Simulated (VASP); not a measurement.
Input of a VASP 6.6.1 run:

Contents of INCAR:

```
SYSTEM = LiF
PREC = Accurate
ENCUT = 520
EDIFF = 1E-8
ISMEAR = 0
SIGMA = 0.01
LREAL = .False.
LASPH = .True.
NELM = 100
ALGO = Fast
ISIF = 2
LWAVE = .False.
LCHARG = .False.
IBRION = 8
NSW = 1
```

KPOINTS

```
Automatic mesh
0
Gamma
  7 7 7
  0 0 0
```

The input POSCAR:

```
LiF
1.0
    2.5423544086      0.0000000000      0.0000000000
    0.0000000000      2.5423544086      0.0000000000
    0.0000000000      0.0000000000      2.5423544086
Li F
1 1
Direct
    0.0000000000      0.0000000000      0.0000000000
    0.5000000000      0.5000000000      0.5000000000
```

Potentials or basis: VASP PAW LDA potentials, release 64 (Li_sv, F).

Command:

```sh
$ cat potpaw_LDA.64/Li_sv/POTCAR potpaw_LDA.64/F/POTCAR > POTCAR
$ mpirun -np 1 vasp_std > vasp.out
```

Q: Estimate the highest phonon frequency at Γ, LO-TO splitting left out.

A: 2 cm⁻¹.

Q: What does it give for the most unstable mode?

A: 163i cm⁻¹.

Phonon frequencies in cm⁻¹ (negative: imaginary):
```
              q point           frequencies
(0.000, 0.000, 0.000)  -163 -163 -163 2 2 2
```

Caveat: the atoms weren't relaxed first, which shifts response properties; some modes are imaginary.
